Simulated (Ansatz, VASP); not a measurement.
**One calculation of AlN, two programs**

```
Al N
1.0
     3.11950    0.00000    0.00000
    -1.55975    2.70157    0.00000
     0.00000    0.00000    4.54810
Al N
2 2
Direct
  0.33333 0.66667 0.98846
  0.66667 0.33333 0.48846
  0.33333 0.66667 0.39654
  0.66667 0.33333 0.89654
```

Alike in both runs: functional LDA; k mesh 9 × 9 × 6; occupations gaussian, width 0.05 eV; no spin polarisation.

Ansatz relaxed the structure, and its values are those at the end. VASP's run is a single point on that final structure, the one shown.

|  | VASP | Ansatz |
| --- | --- | --- |
| version | VASP 6.6.1 | Ansatz 0.2.0 |
| potentials or method | VASP PAW LDA potentials, release 64 (Al, N) | scalar-relativistic, plane waves, PAW |
| plane-wave cutoff (eV) | 520 | 520 |
| valence electrons in the cell | 16 | 16 |

```csv
,VASP,Ansatz,Ansatz less VASP
gap on the k mesh at the Fermi level (eV),4.30,4.29,-0.008
least direct gap on the mesh (eV),4.30,4.29,-0.008
pressure (GPa),12.7,11.9,-0.82
rms of the force components (eV/Å),0.009,0.001,-0.0080
```

Ansatz warned: «pseudo_functional_mismatch».

Caveats: an odd mesh through Γ misses points on the zone boundary, where band edges often lie. LDA gaps usually lie below the measured ones, often by a third to a half.
